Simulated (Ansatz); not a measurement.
Zn:

```
Zn
1.0
    -1.56904    1.56904    1.56904
     1.56904   -1.56904    1.56904
     1.56904    1.56904   -1.56904
Zn
1
Direct
  0.00000 0.00000 0.00000
```

This isn't the form of Zn at room conditions, which is hcp.

| Property | Result |
| --- | --- |
| Program | Ansatz 0.2.0 |
| Task | relaxation of cell and atoms |
| Functional | PBEsol0 |
| Potentials or basis | Ansatz PAW |
| Cutoff | 420 eV (not typed: the program's choice for these potentials) |
| k mesh | 6 × 6 × 6 |
| Occupations | fermi-dirac, width 0.05 eV |
| Spin | no spin polarisation |

At the start: volume 15.45 Å³/atom.

How do energy, volume and symmetry change on relaxing?

It ends after 5 steps and the volume is 14.76 Å³/atom (-4.5 %); space group Im-3m (No. 229, to 0.05 Å).

Step by step:
```tsv
step	energy change (eV)	largest force (eV/Å)	volume (Å³)
1	0.0000	0.0000	15.45
2	-0.0080	0.0000	14.90
3	-0.0084	0.0000	14.75
4	-0.0084	0.0000	14.76
5	-0.0078	0.0000	14.76
```

Final structure:
```cif
data_structure
_symmetry_space_group_name_H-M 'P 1'
_symmetry_Int_Tables_number 1
_cell_length_a 2.6766
_cell_length_b 2.6766
_cell_length_c 2.6766
_cell_angle_alpha 109.471
_cell_angle_beta 109.471
_cell_angle_gamma 109.471
_cell_volume 14.76
loop_
_atom_site_label
_atom_site_type_symbol
_atom_site_fract_x
_atom_site_fract_y
_atom_site_fract_z
_atom_site_occupancy
Zn1 Zn 0.00000 0.00000 0.00000 1
```

Caveat: the k mesh is coarse (spacing up to 0.47 Å⁻¹), so the values aren't converged, least of all with exact exchange; the plane-wave basis is chosen anew once the cell has moved, so the energies of steps on either side of that aren't comparable; the PAW data sets come from PBE, with cores solved anew for the run's functional, which leaves a small shift of forces and pressure.
